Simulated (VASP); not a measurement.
Wanted: the native input for a VASP 6.6.1 run.

```
Task                   : single point
Functional             : PBE
Dispersion             : D3(BJ)
Potentials or basis    : VASP PAW PBE potentials, release 64 (C)
Cutoff                 : 520 eV
k mesh                 : 16 × 16 × 4
Occupations            : fermi-dirac, width 0.05 eV
Spin                   : no spin polarisation
Further INCAR settings : ALGO = Normal; EDIFF = 1e-06
```

The structure of C lies in POSCAR:

```
C
1.0
    2.4610000000      0.0000000000      0.0000000000
   -1.2305000000      2.1312885187      0.0000000000
    0.0000000000      0.0000000000      6.7080000000
C
4
Direct
    0.0000000000      0.0000000000      0.2500000000
    0.3333333333      0.6666666667      0.2500000000
    0.0000000000      0.0000000000      0.7500000000
    0.3333333333      0.6666666667      0.7500000000
```

The cell was built by a generator and needn't be a form met in nature.

One way to write it, as run:

INCAR

```
  PREC = Accurate
  ENCUT = 520
  EDIFF = 1E-6
  ISMEAR = -1
  SIGMA = 0.05
  LREAL = False
  LASPH = True
  NELM = 100
  ALGO = Normal
  ISIF = 2
  LWAVE = False
  LCHARG = False
  GGA = PE
  IVDW = 12
```

KPOINTS

```
regular mesh
0
Gamma
  16 16 4
```

Potentials or basis: VASP PAW PBE potentials, release 64 (C).

Run with:

```bash
$ cat potpaw_PBE.64/C/POTCAR > POTCAR
$ mpirun -np 1 vasp_std > vasp.out
```

Results of the run:

* Pressure: 2.5 GPa
* Band gap on the k mesh: 0.12 eV
* Dispersion energy per atom: -0.156 eV

Wall time 19 s on 1 thread of Intel(R) Xeon(R) Platinum 8559C (Emerald Rapids), on a shared host, peak memory 0.16 GiB.
